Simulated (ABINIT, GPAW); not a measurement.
This is a calculation of SnTe for GPAW 26.7.0 (ASE script). Atoms were shifted at random by some hundredths of an Å from the given cell, which wasn't relaxed again for these runs. The cell comes from a database or a generator and needn't be the stable form of this composition.

The input run.py:

```python
from ase import Atoms
from ase.dft.bandgap import bandgap
from ase.io import write
from ase.units import GPa
from gpaw import GPAW, PW, setup_paths

setup_paths.insert(0, '.')

atoms = Atoms(['Te', 'Sn'],
              cell=[[0.0, 3.611146, 3.611146],
                    [3.611146, 0.0, 3.611146],
                    [3.611146, 3.611146, 0.0]],
              scaled_positions=[[0.251042, 0.256957, 0.24113],
                                [0.007884, -0.004724, -0.007259]],
              pbc=True)

calc = GPAW(mode=PW(600),
            xc='PBEsol',
            kpts={'size': (7, 7, 7), 'gamma': True},
            occupations={'name': 'fermi-dirac', 'width': 0.05},
            nbands=19,
            convergence={'density': 1e-05, 'energy': 1e-05},
            maxiter=150,
            txt='gpaw.txt')
atoms.calc = calc
energy = atoms.get_potential_energy()
forces = atoms.get_forces()
stress = atoms.get_stress()
calc.write('gs.gpw')
write('result.traj', atoms)
print(f'Energy: {energy:.6f} eV')
print('Forces (eV/A):')
print(forces.round(4))
print('Stress (GPa):', (stress / GPa).round(3))
print('Fermi level:', round(calc.get_fermi_level(), 4), 'eV')
print(f'Gap: {bandgap(calc)[0]:.4f} eV, direct: {bandgap(calc, direct=True)[0]:.4f} eV')
```

Potentials or basis: PAW data sets generated in the run's folder for this functional, pw.

The run is started by

```bash
$ gpaw-setup -f PBEsol Sn Te
$ OMP_NUM_THREADS=1 python run.py
```

Problem. Translate it to ABINIT 10.8.3 (patched build). Potentials or basis there: PseudoDojo NC SR PBEsol v0.4.1 standard, cutoff 1088 eV.

Solution. As run (cutoffs and basis follow the program's own potentials, and thresholds, step limits or extra output files can differ):

Contents of run.abi:

```
# Pseudopotentials
pp_dirpath "./"
pseudos "Te.upf, Sn.upf"

# Structure
acell 5.1069316489 5.1069316489 5.1069316489 Angstrom
rprim
     0.0000000000     0.7071067812     0.7071067812
     0.7071067812     0.0000000000     0.7071067812
     0.7071067812     0.7071067812     0.0000000000
ntypat 2
znucl 52 50
natom 2
typat 1 2
xred
     0.2510420000     0.2569570000     0.2411300000
     0.0078840000    -0.0047240000    -0.0072590000
chkprim 0
chksymtnons 0
tolsym 1.0e-6

# Plane-wave basis
ecut 1088.455450 eV

# k points
kptopt 1
ngkpt 7 7 7
nshiftk 1
shiftk 0.0 0.0 0.0

# Exchange and correlation
ixc -116133

# Bands and occupations
nband 19
occopt 3
tsmear 0.05 eV

# SCF cycle
nstep 100
tolvrs 1.0e-10

# Output
iomode 3
prtwf 0
prteig 0
prtebands 0
enunit 1
prtden 1
prtvha 1
prtvclmb 1
prtpot 1
prtelf 1
```

Potentials or basis: PseudoDojo NC SR PBEsol v0.4.1 standard.

Launch:

```console
$ abinit run.abi > log 2>&1
```

Both were run:

|  | GPAW | ABINIT |
| --- | --- | --- |
| Pressure | -1.5 GPa | -1.4 GPa |
| Largest force | 0.115 eV/Å | 0.119 eV/Å |

The potentials hold 20 and 30 valence electrons a cell.

Pressure is positive in compression.
